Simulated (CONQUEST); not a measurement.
Runs of CONQUEST 1.3 on AlN. The structure is hexagonal, space group P6_3mc (No. 186). Conventional cell: a = 3.113 Å, b = 3.113 Å, c = 4.981 Å, α = 90.00°, β = 90.00°, γ = 120.00°. Al (site symmetry 3m) has 4 N at 1.89 Å as nearest neighbours. N (site symmetry 3m) has 4 Al at 1.89 Å as nearest neighbours. 

| task | level | potentials or basis | spin | cell | k mesh | smearing | gap on the mesh (eV) | pressure (GPa) | largest force (eV/Å) |
| --- | --- | --- | --- | --- | --- | --- | --- | --- | --- |
| density of states | OLYP | PseudoDojo NC PBE, DZ, grid cutoff 100 Ha | off | as given | 6 × 4 × 3 | fermi-dirac 0.027 eV | 4.34 | - | - |
| density of states | WC | PseudoDojo NC PBEsol, DZ, grid cutoff 120 Ha | off | atoms moved at random, drawn with an rms of 0.02 Å | 7 × 5 × 4 | fermi-dirac 0.1 eV | 4.07 | - | - |
| single point | PBEsol | PseudoDojo NC PBEsol, DZP, grid cutoff 150 Ha | off | as given | 9 × 6 × 5 | fermi-dirac 0.05 eV | 4.33 | 3.0 | (a) |
| single point | revPBE | PseudoDojo NC LDA, DZP, grid cutoff 150 Ha | collinear, antiferromagnetic start | atoms moved at random, drawn with an rms of 0.02 Å | 6 × 4 × 4 | fermi-dirac 0.05 eV | 4.57 | 0.9 | 0.54 |

Q: Estimate the missing entries.

A: (a) 0.15.

Caveats: the basis of atomic orbitals isn't converged, which shifts pressures, moduli and gaps; the potentials were made for another functional, which shifts forces and pressure (some runs); an odd mesh through Γ misses points on the zone boundary, where band edges often lie (some runs); the atomic basis is small (some runs); the box holds several primitive cells, so bands are folded and the points are those of the box's own zone (some runs).

Runs at the PBE level aren't shown here.
